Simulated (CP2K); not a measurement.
Crystal: AgCl (Chlorargyrite).

```xyz
2
Lattice="3.8679 0.0000 0.0000 1.9339 3.3497 0.0000 1.9339 1.1166 3.1581" Properties=species:S:1:pos:R:3 pbc="T T T"
Ag    0.0000    0.0000    0.0000
Cl    3.8679    2.2331    1.5791
```

Base run:

| Property | Result |
| --- | --- |
| Program | CP2K 2026.2 |
| Functional | PBE |
| Potentials or basis | POTENTIAL_UZH Ag GTH-PBE-q11, Cl GTH-PBE-q7; TZVP-MOLOPT-PBE-GTH basis |
| Density cutoff | 6123 eV |
| k mesh | 8 × 8 × 8 |
| Occupations | fermi-dirac, width 0.05 eV |
| Spin | no spin polarisation |

Its results: band gap on the k mesh 0.88 eV, indirect (least direct gap 3.30 eV); pressure 3.9 GPa.

The run is repeated on the same cell with these changes: functional from PBE to PBEsol; eps_default from 1.0E-10 to 1.0E-9. What comes out?

Band gap on the k mesh 0.64 eV, indirect (least direct gap 3.12 eV); pressure -0.3 GPa.

Caveats: the basis of atomic orbitals isn't converged, which shifts pressures, moduli and gaps; the potentials were made for another functional, which shifts forces and pressure (some runs).

Not every run made on this cell is shown here.
